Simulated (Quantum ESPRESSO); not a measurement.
**Ag in Quantum ESPRESSO: the effect of target pressure**

Crystal: Ag.

```
Ag
1.0
    -1.65565    1.65565    1.65565
     1.65565   -1.65565    1.65565
     1.65565    1.65565   -1.65565
Ag
1
Direct
  0.00000 0.00000 0.00000
```

This isn't the form of Ag at room conditions, which is fcc.

Alike in all runs:

* Program: Quantum ESPRESSO 7.5
* Task: relaxation of cell and atoms
* Functional: PBEsol
* Potentials or basis: GBRV 1.5 PBEsol
* Cutoff: 871 eV
* Density cutoff: 7007 eV
* k mesh: 11 × 11 × 11
* Occupations: fermi-dirac, width 0.05 eV
* Spin: no spin polarisation

Each run relaxes the cell or the atoms first.

One run gave: relaxed volume 14.22 Å³/atom. Which target pressure did it use?
A. 2 GPa
B. 20 GPa
C. 5 GPa
D. 30 GPa
E. 0 GPa

D.

```csv
target pressure,relaxed volume (Å³/atom)
0 GPa,16.55
2 GPa,16.30
5 GPa,15.98
10 GPa,15.51
20 GPa,14.78
30 GPa,14.22
```

Caveats: the volume moved by over 15 % at a fixed basis, so the end points are rough (some runs).
